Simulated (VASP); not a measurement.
Write the native input for VASP 6.6.1 that does the following.

* Task: relaxation of the atoms
* Functional: LDA
* Potentials or basis: VASP PAW LDA potentials, release 64 (Cr_pv)
* Cutoff: 520 eV
* k mesh: 9 × 6 × 1
* Occupations: methfessel-paxton, width 0.1 eV
* Spin: no spin polarisation
* Dipole correction: yes
* Further INCAR settings: ALGO = Fast; EDIFF = 1e-06; IBRION = 2; EDIFFG = -0.02; NSW = 90

The structure of Cr lies in POSCAR:

```
Cr
1.0
    3.8135683000      0.0000000000      0.0000000000
    0.0000000000      5.3932000000      0.0000000000
    0.0000000000      0.0000000000     30.2084777900
Cr
16
Direct
    1.0000000000      0.7500000000      0.3986292900
    0.5000000000      0.5000000000      0.3986292900
    1.0000000000      0.2500000000      0.3986292900
    0.5000000000      0.0000000000      0.3986292900
    1.0000000000      0.5000000000      0.4662108600
    0.5000000000      0.2500000000      0.4662108600
    1.0000000000      0.0000000000      0.4662108600
    0.5000000000      0.7500000000      0.4662108600
    1.0000000000      0.2500000000      0.5337924300
    0.5000000000      1.0000000000      0.5337924300
    0.0000000000      0.7500000000      0.5337924300
    0.5000000000      0.5000000000      0.5337924300
    1.0000000000      0.0000000000      0.6013707100
    0.5000000000      0.7500000000      0.6013707100
    0.0000000000      0.5000000000      0.6013707100
    0.5000000000      0.2500000000      0.6013707100
```

The cell was built by a generator and needn't be a form met in nature.

The input as run:

INCAR

```
SYSTEM = Cr
PREC = Accurate ; ENCUT = 520
EDIFF = 1E-6 ; ISMEAR = 1
SIGMA = 0.1 ; LREAL = .FALSE.
LASPH = .TRUE. ; NELM = 120
ALGO = Fast ; ISIF = 2
LWAVE = .FALSE. ; LCHARG = .FALSE.
LDIPOL = .TRUE. ; IDIPOL = 3
DIPOL = 0.5 0.5 0.500 ; IBRION = 2
NSW = 90 ; EDIFFG = -0.02
KPAR = 4
```

KPOINTS

```
Automatic mesh
0
G
  9 6 1
  0 0 0
```

Potentials or basis: VASP PAW LDA potentials, release 64 (Cr_pv).

Run with:

```bash
$ cat potpaw_LDA.64/Cr_pv/POTCAR > POTCAR
$ mpirun -np 4 vasp_std > vasp.out
```

Results of the run:

```json
{
  "Energy gained by relaxing": "7.8 meV/atom",
  "Ionic steps": "5",
  "Largest force after relaxing": "0.017 eV/Å",
  "Band gap on the k mesh": "none (metal or under the smearing width)"
}
```

Caveat: the run has no spin polarisation, though such a crystal can be magnetic.

Wall time 42 min on 4 MPI ranks on Intel(R) Xeon(R) 6975P-C (Granite Rapids), with other jobs on the host, peak memory 1.1 GiB a rank.
